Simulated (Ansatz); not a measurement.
Computed with DFT PBE, scalar-relativistic, plane waves, PAW (Ansatz 0.2.0). All cells share a 420 eV cutoff and Γ-centred k meshes spaced at most about 0.3 Å⁻¹ (about 0.25 or finer for metals, 2π included). No spin polarisation.

All energies are static (0 K, no zero-point motion).

Compare these two cells of Sn4Ge, each relaxed at this level.

A.

Space group I4/m (No. 87). a = 8.176 Å, b = 8.176 Å, c = 3.920 Å, α = 90.00°, β = 90.00°, γ = 90.00°
```json
{"atom": "Sn", "site": "8h", "symmetry": "m..", "x": "0.9308", "y": "0.2774", "z": "0.5000"}
{"atom": "Ge", "site": "2a", "symmetry": "4/m..", "x": "0.0000", "y": "0.0000", "z": "0.0000"}
```

B.

Space group R-3m:H (No. 166). a = 3.381 Å, b = 3.381 Å, c = 39.988 Å, α = 90.00°, β = 90.00°, γ = 120.00°
```tsv
atom	site	symmetry	x	y	z
Sn	6c	3m	0.6667	0.3333	0.9390
Sn	6c	3m	0.3333	0.6667	0.8682
Ge	3a	-3m	0.0000	0.0000	0.0000
```

Question: Which form is favoured at zero pressure, and by what margin per atom?

Answer: A is lower, by 23 meV/atom. A has Sn and Ge ordered on bcc sites, space group I4/m (No. 87), 26.2 Å³/atom and no gap on its mesh; B has Sn and Ge ordered on fcc sites, space group R-3m (No. 166), 26.4 Å³/atom and no gap. Counting Sn atoms around Ge (those within 1.25 times the shortest such distance or 1.15 times the sum of covalent radii; the shortest distance is added where it is long for a bond), A has Ge 8 and B has Ge 6 from 3.1 Å. Even the lower one lies +0.11 eV/atom against the reference forms of the elements (uncorrected), so neither is stable at this level. Both come from invented guesses.

For metals, differences of a few meV/atom aren't resolved. Cells relaxed within their symmetry can be saddle points.
